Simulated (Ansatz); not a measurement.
# AlN: the cost of one run

Computed with Ansatz 0.2.0 (DFT LDA, scalar-relativistic, plane waves, PAW, unless a step's input says otherwise).

### 1 The structure to begin with

The structure is hexagonal, space group P6_3/mmc (No. 194). The conventional cell has a = 3.312 Å, b = 3.312 Å, c = 4.188 Å, α = 90.00°, β = 90.00°, γ = 120.00°. Around Al (site symmetry -6m2) lie 5 N at 1.91 to 2.09 Å. N (site symmetry -6m2) is surrounded by 5 Al at 1.91 to 2.09 Å.

Coordinates:

```
CELL_PARAMETERS angstrom
3.31212 0.00000 0.00000
-1.65606 2.86838 0.00000
0.00000 0.00000 4.18756
ATOMIC_POSITIONS crystal
Al 0.33333 0.66667 0.75000
Al 0.66667 0.33333 0.25000
N 0.33333 0.66667 0.25000
N 0.66667 0.33333 0.75000
```

Source of the structure: the Materials Project (structure only).

### 2 A first look at the start

Input file input.yaml:

```yaml
crystal:
  lattice:
    - [3.3121157418, 0.0, 0.0]
    - [-1.6560578709, 2.8683763727, 0.0]
    - [0.0, 0.0, 4.187563]
  atoms:
    - { symbol: Al, position: [0.33333333, 0.66666667, 0.75] }
    - { symbol: Al, position: [0.66666667, 0.33333333, 0.25] }
    - { symbol: "N", position: [0.33333333, 0.66666667, 0.25] }
    - { symbol: "N", position: [0.66666667, 0.33333333, 0.75] }
basis:
  ecutwfc: 420
kpoints:
  mp_grid: { grid: [6, 6, 4] }
hamiltonian:
  xc: lda
scf:
  occupations: { method: gaussian, width: 0.1 }
output:
  forces: true
  stress: true
  eigenvalues: true
```

Launch:

```
> ansatz run input.yaml --threads 1 --pin off --max-ram 2560MiB --backend cpu --events-out ev --progress --plain --runs-dir out
```

**Question.** How long does this run take on 1 thread of Intel Xeon at 2.70GHz, shared host, and how much memory does it need?

About 1.4 s, with a peak of 0.29 GiB.
